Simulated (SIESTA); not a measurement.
# Fe (P6_3/mmc) in SIESTA: further runs, part 2 of 2

SIESTA 5.4.2.

## (3) Single point, LDA, collinear spin, ferromagnetic start, 9.27 Å³/atom

Contents of Fe.fdf:

```
SystemName                      Fe
SystemLabel                     Fe
NumberOfSpecies                 1
NumberOfAtoms                   2
%block ChemicalSpeciesLabel
  1  26 Fe
%endblock ChemicalSpeciesLabel

LatticeConstant                 1.0 Ang
%block LatticeVectors
     2.3844669570     0.0000000000     0.0000000000
    -1.1922334785     2.0650089592     0.0000000000
     0.0000000000     0.0000000000     3.7635056374
%endblock LatticeVectors
AtomicCoordinatesFormat         Fractional
%block AtomicCoordinatesAndAtomicSpecies
     0.6666666667     0.3333333333     0.7500000000  1  Fe
     0.3333333333     0.6666666667     0.2500000000  1  Fe
%endblock AtomicCoordinatesAndAtomicSpecies

%block kgrid.MonkhorstPack
    9   0   0  0.0
    0   9   0  0.0
    0   0   5  0.0
%endblock kgrid.MonkhorstPack
XC.Functional                   LDA
XC.Authors                      PW92
PAO.BasisSize                   DZP
PAO.EnergyShift                 0.003 Ry
Mesh.Cutoff                     800 Ry
Spin                            polarized
%block DM.InitSpin
    1   3.000
    2   3.000
%endblock DM.InitSpin
OccupationFunction              FD
ElectronicTemperature           0.05 eV
MaxSCFIterations                200
SCF.MustConverge                false
SCF.Mixer.Method                Pulay
SCF.Mixer.Weight                0.1
SCF.Mixer.History               10
SCF.DM.Tolerance                5.0e-05
SCF.H.Tolerance                 1.0e-03 eV
WriteForces                     true
Charge.Mulliken                 end
%block PAO.Basis
  Fe 5
  n=3 0 2
    2.635 0.000
  n=4 0 2
    7.489 0.000
  n=3 1 2
    2.949 0.000
  n=4 1 1
    7.489
  n=3 2 2
    4.849 0.000
%endblock PAO.Basis
```

Potentials or basis: PseudoDojo 0.4 standard (LDA files), DZP (energy shift 0.003 Ry; two zetas on semicore shells).

The run is started by

```
$ siesta Fe.fdf > Fe.out 2>&1
```

Wall time 2.4 min (1 thread of Arm Neoverse V2, shared host); peak memory 0.27 GiB.

It converged, with:

```yaml
Free_energy: -6815.7196 eV
Pressure: 12.4 GPa
Band_gap_on_the_k_mesh: none (metal or under the smearing width)
Net_moment: 0.00 μB per cell
```

Caveat: the starting moments collapsed, and a magnetic state may lie lower; short orbitals over semicore shells can move pressures by several GPa; the basis of atomic orbitals isn't converged, which shifts pressures, moduli and gaps.

## (4) Single point, LDA, collinear spin, ferromagnetic start, 9.46 Å³/atom

Changes to Fe.fdf since step 3:

```diff
@@ -10,5 +10,5 @@
 %block LatticeVectors
-     2.3844669570     0.0000000000     0.0000000000
-    -1.1922334785     2.0650089592     0.0000000000
-     0.0000000000     0.0000000000     3.7635056374
+     2.4012595311     0.0000000000     0.0000000000
+    -1.2006297656     2.0795517550     0.0000000000
+     0.0000000000     0.0000000000     3.7900100715
 %endblock LatticeVectors
```

The run is started by

```
$ siesta Fe.fdf > Fe.out 2>&1
```

Wall time 3.2 min (1 thread of Arm Neoverse V2, shared host); peak memory 0.27 GiB.

Results (log left out):

```yaml
Free_energy: -6815.7400 eV
Pressure: 4.7 GPa
Band_gap_on_the_k_mesh: none (metal or under the smearing width)
Net_moment: 0.00 μB per cell
```

Caveat: the starting moments collapsed, and a magnetic state may lie lower; short orbitals over semicore shells can move pressures by several GPa; the basis of atomic orbitals isn't converged, which shifts pressures, moduli and gaps.

## (5) Single point, LDA, collinear spin, ferromagnetic start, 9.66 Å³/atom

Changes to Fe.fdf since step 4:

```diff
@@ -10,5 +10,5 @@
 %block LatticeVectors
-     2.4012595311     0.0000000000     0.0000000000
-    -1.2006297656     2.0795517550     0.0000000000
-     0.0000000000     0.0000000000     3.7900100715
+     2.4178204650     0.0000000000     0.0000000000
+    -1.2089102325     2.0938939445     0.0000000000
+     0.0000000000     0.0000000000     3.8161488980
 %endblock LatticeVectors
```

The run is started by

```
$ siesta < Fe.fdf > Fe.out 2>&1
```

It took 3.8 min on 1 thread of Arm Neoverse V2, shared host; peak memory 0.26 GiB.

Results (log left out):

| Item | Value |
| --- | --- |
| Free energy | -6815.7419 eV |
| Pressure | -2.9 GPa |
| Band gap on the k mesh | none (metal or under the smearing width) |
| Net moment | 0.00 μB per cell |

Caveat: the starting moments collapsed, and a magnetic state may lie lower; short orbitals over semicore shells can move pressures by several GPa; the basis of atomic orbitals isn't converged, which shifts pressures, moduli and gaps.

## (6) Single point, LDA, collinear spin, ferromagnetic start, 9.86 Å³/atom

Changes to Fe.fdf since step 5:

```diff
@@ -10,5 +10,5 @@
 %block LatticeVectors
-     2.4178204650     0.0000000000     0.0000000000
-    -1.2089102325     2.0938939445     0.0000000000
-     0.0000000000     0.0000000000     3.8161488980
+     2.4341575853     0.0000000000     0.0000000000
+    -1.2170787927     2.1080423057     0.0000000000
+     0.0000000000     0.0000000000     3.8419344700
 %endblock LatticeVectors
```

Potentials or basis: PseudoDojo 0.4 standard (LDA files), DZP (energy shift 0.003 Ry; two zetas on semicore shells).

The run is started by

```
$ siesta Fe.fdf > Fe.out 2>&1
```

It took 3.2 min on 1 thread of Arm Neoverse V2, shared host; peak memory 0.26 GiB.

It converged, with:

* Free energy: -6815.7263 eV
* Pressure: -9.6 GPa
* Band gap on the k mesh: none (metal or under the smearing width)
* Net moment: 0.00 μB per cell

Caveat: the starting moments collapsed, and a magnetic state may lie lower; short orbitals over semicore shells can move pressures by several GPa; the basis of atomic orbitals isn't converged, which shifts pressures, moduli and gaps.

## (7) Single point, LDA, collinear spin, ferromagnetic start, 10.05 Å³/atom

Changes to Fe.fdf since step 6:

```diff
@@ -10,5 +10,5 @@
 %block LatticeVectors
-     2.4341575853     0.0000000000     0.0000000000
-    -1.2170787927     2.1080423057     0.0000000000
-     0.0000000000     0.0000000000     3.8419344700
+     2.4502783040     0.0000000000     0.0000000000
+    -1.2251391521     2.1220032576     0.0000000000
+     0.0000000000     0.0000000000     3.8673784861
 %endblock LatticeVectors
```

The run is started by

```
$ siesta Fe.fdf > Fe.out 2>&1
```

It took 3.5 min on 1 thread of Arm Neoverse V2, shared host; peak memory 0.28 GiB.

Results (log left out):

| Item | Value |
| --- | --- |
| Free energy | -6815.6950 eV |
| Pressure | -15.4 GPa |
| Band gap on the k mesh | none (metal or under the smearing width) |
| Net moment | 0.00 μB per cell |

Caveat: the starting moments collapsed, and a magnetic state may lie lower; short orbitals over semicore shells can move pressures by several GPa; the basis of atomic orbitals isn't converged, which shifts pressures, moduli and gaps.

## (8) Single point, LDA, collinear spin, ferromagnetic start, 10.25 Å³/atom

Changes to Fe.fdf since step 7:

```diff
@@ -10,5 +10,5 @@
 %block LatticeVectors
-     2.4502783040     0.0000000000     0.0000000000
-    -1.2251391521     2.1220032576     0.0000000000
-     0.0000000000     0.0000000000     3.8673784861
+     2.4661896479     0.0000000000     0.0000000000
+    -1.2330948240     2.1357828857     0.0000000000
+     0.0000000000     0.0000000000     3.8924920371
 %endblock LatticeVectors
```

The run is started by

```
$ siesta < Fe.fdf > Fe.out 2>&1
```

Run time: 4.3 min. Hardware: 1 thread of Arm Neoverse V2, shared host; peak memory 0.27 GiB.

It converged, with:

| Item | Value |
| --- | --- |
| Free energy | -6815.6502 eV |
| Pressure | -21.0 GPa |
| Band gap on the k mesh | none (metal or under the smearing width) |
| Net moment | 0.00 μB per cell |

Caveat: the starting moments collapsed, and a magnetic state may lie lower; short orbitals over semicore shells can move pressures by several GPa; the basis of atomic orbitals isn't converged, which shifts pressures, moduli and gaps.

## (9) Single point, LDA, collinear spin, ferromagnetic start, 10.45 Å³/atom

Changes to Fe.fdf since step 8:

```diff
@@ -10,5 +10,5 @@
 %block LatticeVectors
-     2.4661896479     0.0000000000     0.0000000000
-    -1.2330948240     2.1357828857     0.0000000000
-     0.0000000000     0.0000000000     3.8924920371
+     2.4818982858     0.0000000000     0.0000000000
+    -1.2409491429     2.1493869651     0.0000000000
+     0.0000000000     0.0000000000     3.9172856485
 %endblock LatticeVectors
```

Potentials or basis: PseudoDojo 0.4 standard (LDA files), DZP (energy shift 0.003 Ry; two zetas on semicore shells).

The run is started by

```
$ siesta Fe.fdf > Fe.out 2>&1
```

It took 6.9 min on 1 thread of Arm Neoverse V2, shared host; peak memory 0.27 GiB.

The run converged. Its results:

```
Free energy            : -6815.5931 eV
Pressure               : -25.1 GPa
Band gap on the k mesh : none (metal or under the smearing width)
Net moment             : 0.00 μB per cell
```

Caveat: the starting moments collapsed, and a magnetic state may lie lower; short orbitals over semicore shells can move pressures by several GPa; the basis of atomic orbitals isn't converged, which shifts pressures, moduli and gaps.

## (10) Equation of state, LDA, collinear spin, ferromagnetic start

This step only gathers the single runs of the series.

What came out:

- Equilibrium volume: 9.58 Å³/atom
- Bulk modulus at fixed shape and positions: 355 GPa
- Pressure derivative of the bulk modulus: 4.3 (rough: it moves with the points fitted)

Energy against volume, from the lowest point:
```
volume (Å³/atom)  energy (meV/atom)
           9.266              11.15
           9.463               0.93
           9.660               0.00
           9.857               7.81
          10.054              23.43
          10.251              45.85
          10.448              74.38
```

Caveat: short orbitals over semicore shells can move pressures by several GPa; the cell was scaled at fixed shape and fractional positions, which overstates the stiffness of a crystal with free parameters, most of all of layers and chains; the basis of atomic orbitals isn't converged, which shifts pressures, moduli and gaps.
